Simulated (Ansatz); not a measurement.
The system is BaTiO3.

```xyz
5
Lattice="2.8274 1.6324 2.3184 -2.8274 1.6324 2.3184 0.0000 -3.2648 2.3184" Properties=species:S:1:pos:R:3 pbc="T T T"
Ba    0.0000    0.0000    0.0000
Ti    0.0000    0.0000    3.3698
O     1.3885   -0.8017    2.3988
O    -1.3885   -0.8017    2.3988
O     0.0000    1.6033    2.3988
```

Base run:

- Program: Ansatz 0.2.0
- Functional: PBE0
- Potentials or basis: Ansatz PAW
- Cutoff: 420 eV (not typed: the program's choice for these potentials)
- k mesh: 6 × 6 × 6
- Occupations: fermi-dirac, width 0.05 eV
- Spin: no spin polarisation

Its results: band gap on the k mesh 4.64 eV, indirect (least direct gap 4.99 eV); pressure -0.3 GPa; largest force 0.144 eV/Å.

Q: The run is repeated on the same cell with these changes: functional from PBE0 to HSE06. What comes out?

A: Band gap on the k mesh 3.89 eV, indirect (least direct gap 4.25 eV); pressure -0.2 GPa; largest force 0.144 eV/Å.

Caveats: spin-orbit coupling is left out, which moves the levels of the heavy elements; the PAW data sets come from PBE, with cores solved anew for the run's functional, which leaves a small shift of forces and pressure; the thresholds are loose for stress.
